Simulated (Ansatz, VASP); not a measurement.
Two plane-wave programs on SnSe

File INCAR:

```
SYSTEM = SnSe
PREC = Accurate
ENCUT = 520
EDIFF = 1E-7
ISMEAR = -1
SIGMA = 0.05
LREAL = .FALSE.
LASPH = .TRUE.
NELM = 100
ALGO = Normal
ISIF = 2
LWAVE = .FALSE.
LCHARG = .FALSE.
GGA = PE
NBANDS = 28
```

File KPOINTS:

```
regular mesh
0
G
  6 6 3
  0 0 0
```

The input POSCAR:

```
SnSe
1.0
    4.2853274191      0.0000000000      0.0000000000
    0.0000000000      4.2853274191      0.0000000000
    0.0000000000      0.0000000000     10.9906921300
Sn Se
2 2
Direct
    0.0000000000      0.5000000000      0.6277708900
    0.5000000000      0.0000000000      0.3722291100
    0.0000000000      0.5000000000      0.3839605100
    0.5000000000      0.0000000000      0.6160394900
```

input.yaml

```yaml
crystal:
  lattice:
    - [4.2853274191, 0.0, 0.0]
    - [0.0, 4.2853274191, 0.0]
    - [0.0, 0.0, 10.99069213]
  atoms:
    - { symbol: Sn, position: [0.0, 0.5, 0.62777089] }
    - { symbol: Sn, position: [0.5, 0.0, 0.37222911] }
    - { symbol: Se, position: [0.0, 0.5, 0.38396051] }
    - { symbol: Se, position: [0.5, 0.0, 0.61603949] }
hamiltonian:
  xc: pbe
  pseudopotentials: { kind: paw }
kpoints:
  mp_grid: { grid: [6, 6, 3] }
scf:
  occupations: { method: fermi_dirac, width: 0.05 }
output:
  forces: true
  stress: true
  eigenvalues: true
```

Alike in both runs: task single point; functional PBE; k mesh 6 × 6 × 3; occupations fermi-dirac, width 0.05 eV; no spin polarisation.

|  | VASP | Ansatz |
| --- | --- | --- |
| version | VASP 6.6.1 | Ansatz 0.2.0 |
| potentials or method | VASP PAW PBE potentials, release 64 (Sn_d, Se) | Ansatz PAW |
| plane-wave cutoff (eV) | 520 | 420 |
| valence electrons in the cell | 40 | 60 |

Ansatz gave:

- gap on the k mesh at the Fermi level (eV): 1.53
- least direct gap on the mesh (eV): 1.53
- rms of the force components (eV/Å): 0.117

Question: Estimate VASP's values.

Answer: gap on the k mesh at the Fermi level (eV): 1.52; least direct gap on the mesh (eV): 1.52; rms of the force components (eV/Å): 0.125.

Atom by atom the forces differ by 0.008 eV/Å (rms over components). The two sets of potentials don't hold the same shells in valence.

Caveats: spin-orbit coupling is left out, which moves the levels of the heavy elements; odd divisions of the mesh miss points on the zone boundary, where band edges often lie, so the gap on the mesh can be too wide (Ansatz).
